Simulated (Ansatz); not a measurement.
The parent structure is CsPbI₃ in the cubic perovskite structure (space group Pm-3m, No. 221; a = 6.333 Å).

Level of theory: Ansatz (a quantum-chemistry and plane-wave program) r2SCAN, without spin-orbit coupling.

Base values:

| Item | Value |
|---|---|
| Width of the top valence band | 1.41 eV |
| Band gap | 1.70 eV |
| Volume per atom | 50.79 Å³ |

The change: cell and atoms relaxed at a pressure of 7 GPa.

Q: Estimate the effect on the width of the top valence band.

A: The width of the top valence band increases by 1.546 eV to 2.95 eV.

Q: What happens to the band gap?

A: The band gap decreases by 1.075 eV (1.70 eV → 0.63 eV).

Q: What does the calculation give for the volume per atom after the change?

A: The volume per atom drops by 10.84 Å³, from 50.79 Å³ to 39.95 Å³.

Spin-orbit coupling, missing from the scalar runs, can matter with I and Pb. Load acts through the strain it causes; cell and atoms are relaxed under it. Stability against distortions was not tested. No other phases were tried under pressure. Many cubic perovskites are stable only at high temperature; tilts and polar distortions were not tested. This is not the structure that CsPbI3 has at room temperature and ambient pressure.
